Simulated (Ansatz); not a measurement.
NaBr:
```
NaBr
1.0
    0.00000     2.97373     2.97373
    2.97373     0.00000     2.97373
    2.97373     2.97373     0.00000
Na Br
1 1
Direct
  0.00000   0.00000   0.00000
  0.50000   0.50000   0.50000
```

r²SCAN in the plane-wave PAW code Ansatz gives a gap of 4.98 eV without spin–orbit coupling, maximum at Γ, minimum at Γ.

Question: What happens when spin–orbit coupling is switched on?

Answer: The gap shrinks by 0.16 eV, to 4.82 eV; maximum at Γ, minimum at Γ.

Question: How large is the spin–orbit splitting of the valence top at Γ?

Answer: The fourfold level lies 0.51 eV above the split-off pair.

Question: Give the electron effective mass with spin–orbit coupling.

Answer: 0.33 mₑ (isotropic).

Question: Give the hole effective mass with spin–orbit coupling, band 1 of 2 at the edge.

Answer: 2.1 along [100], 3.4 along [110], 4.0 along [111] (mₑ).

Question: Give the hole effective mass with spin–orbit coupling, band 2 of 2 at the edge.

Answer: 0.66 along [100], 0.59 along [110], 0.57 along [111] (mₑ).

Space group Fm-3m (rock salt). Symmetry was held in the r²SCAN relaxation; phonons on a q-mesh show no instability.

Potentials: the later of the program's two PAW sets.
